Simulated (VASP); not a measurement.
Wanted: the native input for a VASP 6.6.1 run.

```yaml
Task: density of states
Functional: PBE
Potentials_or_basis: VASP PAW PBE potentials, release 64 (As)
Cutoff: 520 eV
k_mesh: 9 × 9 × 9
Occupations: gaussian, width 0.02 eV
Spin: no spin polarisation
k_mesh_for_the_DOS: 14 × 14 × 14
Occupations_for_the_DOS: tetrahedron
Further_INCAR_settings: ALGO = Normal; EDIFF = 1e-06
```

Crystal: As.

```
As
1.0
     1.88080    1.08588    3.51406
    -1.88080    1.08588    3.51406
     0.00000   -2.17176    3.51406
As
2
Direct
  0.22600 0.22600 0.22600
  0.77400 0.77400 0.77400
```

These files were run (other wordings do the same):

POSCAR

```
As
1.0
    1.8807968987      1.0858785957      3.5140619945
   -1.8807968987      1.0858785957      3.5140619945
    0.0000000000     -2.1717571915      3.5140619945
As
2
Direct
    0.2260000000      0.2260000000      0.2260000000
    0.7740000000      0.7740000000      0.7740000000
```

INCAR.step1

```
ALGO = Normal
EDIFF = 1E-6
ENCUT = 520
GGA = PE
ISIF = 2
ISMEAR = 0
LASPH = T
LCHARG = T
LREAL = F
LWAVE = F
NELM = 100
PREC = Accurate
SIGMA = 0.02
```

KPOINTS.step1

```
k-points
0
Gamma
  9 9 9
```

INCAR.step2

```
ALGO = Normal
EDIFF = 1E-6
ENCUT = 520
GGA = PE
ICHARG = 11
ISIF = 2
ISMEAR = -5
LASPH = T
LCHARG = F
LORBIT = 10
LREAL = F
LWAVE = F
NEDOS = 1001
NELM = 100
PREC = Accurate
SIGMA = 0.02
```

KPOINTS.step2

```
k-points
0
Gamma
  14 14 14
```

Potentials or basis: VASP PAW PBE potentials, release 64 (As).

Command:

```bash
$ cat potpaw_PBE.64/As/POTCAR > POTCAR
$ cp INCAR.step1 INCAR
$ cp KPOINTS.step1 KPOINTS
$ mpirun -np 1 vasp_std > vasp.out
$ cp INCAR.step2 INCAR
$ cp KPOINTS.step2 KPOINTS
$ mpirun -np 1 vasp_std > vasp.out
```

Results of the run:

```json
{"Valence electrons inside the program's atomic spheres": "As 2.71"}
```

Run time: 52 s on 1 thread of AMD EPYC 9R45 (Zen 5), on a shared host, peak memory 0.21 GiB.
